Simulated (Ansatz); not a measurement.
# Zn3Se2S: the cost of one run

Computed with Ansatz 0.2.0 (DFT PBE, scalar-relativistic, plane waves, PAW, unless a step's input says otherwise).

### 1 The starting structure

The structure is hexagonal, space group P6_3mc (No. 186). Conventional cell: a = 3.881 Å, b = 3.881 Å, c = 19.028 Å, α = 90.00°, β = 90.00°, γ = 120.00°. Around Zn (site symmetry 3m) lie 4 Se at 2.38 Å. Around Zn (site symmetry 3m) lie 3 Se at 2.38 Å and 1 S at 2.38 Å. Zn (site symmetry 3m) is surrounded by 3 S at 2.38 Å and 1 Se at 2.38 Å. Se (site symmetry 3m) is surrounded by 4 Zn at 2.38 Å. S (site symmetry 3m) is surrounded by 4 Zn at 2.38 Å.

As a file:

```cif
data_structure
_symmetry_space_group_name_H-M 'P6_3mc'
_symmetry_Int_Tables_number 186
_cell_length_a 3.8809
_cell_length_b 3.8809
_cell_length_c 19.0279
_cell_angle_alpha 90.000
_cell_angle_beta 90.000
_cell_angle_gamma 120.000
_cell_volume 248.19
loop_
_atom_site_label
_atom_site_type_symbol
_atom_site_symmetry_multiplicity
_atom_site_Wyckoff_symbol
_atom_site_fract_x
_atom_site_fract_y
_atom_site_fract_z
_atom_site_occupancy
Zn1 Zn 2 a 0.00000 0.00000 0.00000 1
Zn2 Zn 2 b 0.33333 0.66667 0.16667 1
Zn3 Zn 2 b 0.66667 0.33333 0.33333 1
Se1 Se 2 a 0.00000 0.00000 0.12500 1
Se2 Se 2 b 0.66667 0.33333 0.45833 1
S1 S 2 b 0.33333 0.66667 0.29167 1
```

The start is an ordering of an alloy on its end members' structure types: elements ordered on the sites of the ZnS type, S/Se on S (P6_3mc, No. 186).

### 2 The guess as it stands, on a coarse mesh

The input, input.yaml:

```yaml
crystal:
  lattice:
    - [3.88091743, 0.0, 0.0]
    - [-1.94045871, 3.36097308, 0.0]
    - [0.0, 0.0, 19.02788413]
  atoms:
    - { symbol: Zn, position: [0.0, 0.0, 0.0] }
    - { symbol: Zn, position: [0.0, 0.0, 0.5] }
    - { symbol: Zn, position: [0.33333333, 0.66666667, 0.16666999] }
    - { symbol: Zn, position: [0.66666667, 0.33333333, 0.66666999] }
    - { symbol: Zn, position: [0.66666667, 0.33333333, 0.33333001] }
    - { symbol: Zn, position: [0.33333333, 0.66666667, 0.83333001] }
    - { symbol: Se, position: [0.0, 0.0, 0.125] }
    - { symbol: Se, position: [0.0, 0.0, 0.625] }
    - { symbol: Se, position: [0.66666667, 0.33333333, 0.45833001] }
    - { symbol: Se, position: [0.33333333, 0.66666667, 0.95833001] }
    - { symbol: S, position: [0.33333333, 0.66666667, 0.29166999] }
    - { symbol: S, position: [0.66666667, 0.33333333, 0.79166999] }
basis:
  ecutwfc: 420
kpoints:
  mp_grid: { grid: [6, 6, 1] }
hamiltonian:
  xc: pbe
scf:
  occupations: { method: gaussian, width: 0.1 }
  lower_state_search: "off"
output:
  forces: true
  stress: true
  eigenvalues: true
```

Started as:

```
ansatz run input.yaml --threads 1 --pin off --max-ram 2560MiB --backend cpu --events-out ev --progress --plain --runs-dir out
```

**Question.** How long does this run take on 1 thread of AMD EPYC 7R43 (Zen 3), shared host, and how much memory does it need?

About 20 s, with a peak of 0.57 GiB.
